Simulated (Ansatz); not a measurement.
# FePt (Tetraferroplatinum) under changes of volume

One of the cells (13.796 Å³/atom); the others are scaled copies at fixed shape and fractional positions:

```xyz
2
Lattice="2.7235 0.0000 0.0000 0.0000 2.7235 0.0000 0.0000 0.0000 3.7200" Properties=species:S:1:pos:R:3 pbc="T T T"
Pt    1.3618    1.3618    1.8600
Fe    0.0000    0.0000    0.0000
```

```yaml
Program: Ansatz 0.2.0
Functional: PBE
Potentials_or_basis: Ansatz PAW
Cutoff: "420 eV (not typed: the program's choice for these potentials)"
k_mesh: 10 × 10 × 7
Occupations: fermi-dirac, width 0.05 eV
Spin: collinear spin, ferromagnetic start
Starting_moments: "[0.0, 3.0] μB"
```

```csv
volume (Å³/atom),energy over the lowest point (meV/atom),pressure (GPa),moment (μB per cell)
12.969,58.21,19.4,3.20
13.245,30.14,13.4,3.22
13.521,11.89,8.1,3.25
13.796,?,?,?
14.072,0.00,-0.7,3.32
14.348,4.43,-4.3,3.36
14.624,14.79,-7.6,3.40
```

Task: What does the run at 13.796 Å³/atom give?

Result: Energy over the lowest point 2.20 meV/atom; pressure 3.4 GPa; moment 3.28 μB per cell.

Worked out: A Birch-Murnaghan fit of order 3 (a polynomial in V^(-2/3)) to the other rows has its minimum at 14.02 Å³/atom with B0 = V·E''(V) = 201 GPa and B' = 5.5 at fixed shape and positions, which overstates the stiffness. It gives 2.18 meV/atom at 13.796 Å³/atom, against the run's 2.20, and -dE/dV = 3.4 GPa, against 3.4. A parabola through the other rows of the moment, of slope 0.123 μB per Å³/atom there, gives 3.28 μB, against the run's 3.28.

Energies are extrapolated to zero smearing.
